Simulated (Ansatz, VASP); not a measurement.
## Two plane-wave programs on InAs

```
In As
1.0
     0.00000    2.74613    2.74613
     2.74613    0.00000    2.74613
     2.74613    2.74613    0.00000
In As
1 1
Direct
  0.00000 0.00000 0.00000
  0.75000 0.75000 0.75000
```

Alike in both runs: functional PBE; k mesh 12 × 12 × 12; occupations fermi-dirac, width 0.15 eV; no spin polarisation.

Ansatz relaxed the structure, and its values are those at the end. VASP's run is a single point on that final structure, the one shown.

|  | VASP | Ansatz |
| --- | --- | --- |
| version | VASP 6.6.1 | Ansatz 0.2.0 |
| potentials or method | VASP PAW PBE potentials, release 64 (In_d, As) | scalar-relativistic, plane waves, PAW |
| plane-wave cutoff (eV) | 520 | 420 |
| valence electrons in the cell | 18 | 28 |

VASP gave:

| Item | Value |
| --- | --- |
| gap on the k mesh at the Fermi level (eV) | 0.92 |
| least direct gap on the mesh (eV) | 1.24 |

What did Ansatz give for the same quantities?

gap on the k mesh at the Fermi level (eV): 0.93; least direct gap on the mesh (eV): 1.23.

The two sets of potentials don't hold the same shells in valence.

Caveats: spin-orbit coupling is left out, which moves the levels of the heavy elements. A k mesh can miss the band edges. A hybrid or GW would open this gap; PBE tends to underestimate it.
